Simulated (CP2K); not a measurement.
Runs of CP2K 2026.2 on Pd. The structure is cubic, space group Fm-3m (No. 225). The conventional cell has a = 3.893 Å, b = 3.893 Å, c = 3.893 Å, α = 90.00°, β = 90.00°, γ = 90.00°. Pd (site symmetry m-3m) is surrounded by 12 Pd at 2.75 Å. 

```csv
level,cutoff radius of the dispersion sum (A),D3 from the s-dftd3 library (D3_REFERENCE_CODE),gap on the mesh (eV),pressure (GPa)
RPBE+D4,20,-,none,3.9
RPBE+D3(BJ),20,yes,none,(b)
RPBE+D3(BJ)+ATM,20,yes,none,-26.6
RPBE,-,-,none,(a)
RPBE+D3,20,yes,none,5.1
```

Alike in all rows: task single point; potentials or basis POTENTIAL_UZH Pd GTH-PBE-q18; TZVP-MOLOPT-PBE-GTH basis; no spin polarisation; cell as given; k mesh 12 × 12 × 12; smearing fermi-dirac 0.05 eV.

Task: Estimate the missing entries.

Result: (a) 13.7; (b) -27.9.

Caveats: the potentials were made for another functional, which shifts forces and pressure; the basis of atomic orbitals isn't converged, which shifts pressures, moduli and gaps; pairwise dispersion overbinds metals, which lowers pressure and volume (some runs).

A k mesh can miss the band edges, and the runs leave out spin-orbit coupling on Pd.

A gap of «none» marks a metal or a gap under the smearing width.

Runs at the PBE level aren't shown here.
